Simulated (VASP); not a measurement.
Input of a VASP 6.6.1 run:

INCAR

```
SYSTEM = HC16
PREC = Accurate ; ENCUT = 520
EDIFF = 1E-6 ; ISMEAR = 0
SIGMA = 0.02 ; LREAL = Auto
LASPH = .True. ; NELM = 80
ALGO = Normal ; ISIF = 2
LWAVE = .False. ; LCHARG = .False.
GGA = PE ; IVDW = 12
IBRION = 2 ; NSW = 80
EDIFFG = -0.03 ; NELECT = 64.0
```

File KPOINTS:

```
regular mesh
0
Gamma
  3 3 3
  0 0 0
```

Contents of POSCAR:

```
HC16
1.0
    0.0000000000      3.5700000000      3.5700000000
    3.5700000000      0.0000000000      3.5700000000
    3.5700000000      3.5700000000      0.0000000000
C H
16 1
Direct
    0.0000000000      0.0000000000      0.0000000000
    0.1250000000      0.1250000000      0.1250000000
    0.0000000000      0.0000000000      0.5000000000
    0.1250000000      0.1250000000      0.6250000000
    0.0000000000      0.5000000000      0.0000000000
    0.1250000000      0.6250000000      0.1250000000
    0.0000000000      0.5000000000      0.5000000000
    0.1250000000      0.6250000000      0.6250000000
    0.5000000000      0.0000000000      0.0000000000
    0.6250000000      0.1250000000      0.1250000000
    0.5000000000      0.0000000000      0.5000000000
    0.6250000000      0.1250000000      0.6250000000
    0.5000000000      0.5000000000      0.0000000000
    0.6250000000      0.6250000000      0.1250000000
    0.5000000000      0.5000000000      0.5000000000
    0.6250000000      0.6250000000      0.6250000000
    1.0598338700      0.8168254000      0.3103477200
```

Potentials or basis: VASP PAW PBE potentials, release 64 (C, H).

Run with:

```bash
$ cat potpaw_PBE.64/C/POTCAR potpaw_PBE.64/H/POTCAR > POTCAR
$ mpirun -np 1 vasp_std > vasp.out
```

Question: Predict the dispersion energy per atom.

Answer: -0.190 eV.

Question: Estimate the energy gained by relaxing.

Answer: 27.0 meV/atom.

Question: Estimate the band gap on the k mesh.

Answer: 2.69 eV, direct.

Final structure:
```
CELL_PARAMETERS angstrom
0.00000 3.57000 3.57000
3.57000 0.00000 3.57000
3.57000 3.57000 0.00000
ATOMIC_POSITIONS crystal
C 0.98787 0.98917 0.99382
C 0.13599 0.13130 0.13666
C 0.99975 0.99611 0.51608
C 0.13062 0.12091 0.63021
C 0.99358 0.49504 0.00435
C 0.12456 0.60885 0.12923
C 0.99854 0.49340 0.50724
C 0.12598 0.61813 0.63185
C 0.50238 0.99520 0.00417
C 0.62187 0.12133 0.13037
C 0.50402 0.99324 0.50588
C 0.62550 0.12193 0.63035
C 0.49881 0.49510 0.00348
C 0.62022 0.61960 0.13228
C 0.49957 0.49506 0.50614
C 0.62500 0.61944 0.63027
H 0.06557 0.90303 0.21796
```

Caveat: the k mesh is coarse (spacing up to 0.51 Å⁻¹), so the values aren't converged; the cell carries a net charge on a neutralising background, which shifts energy and pressure; the cell is charged against a uniform background, so pressure and absolute levels hang on convention. Expect the measured gap to be larger: semilocal functionals such as PBE lack the derivative discontinuity.
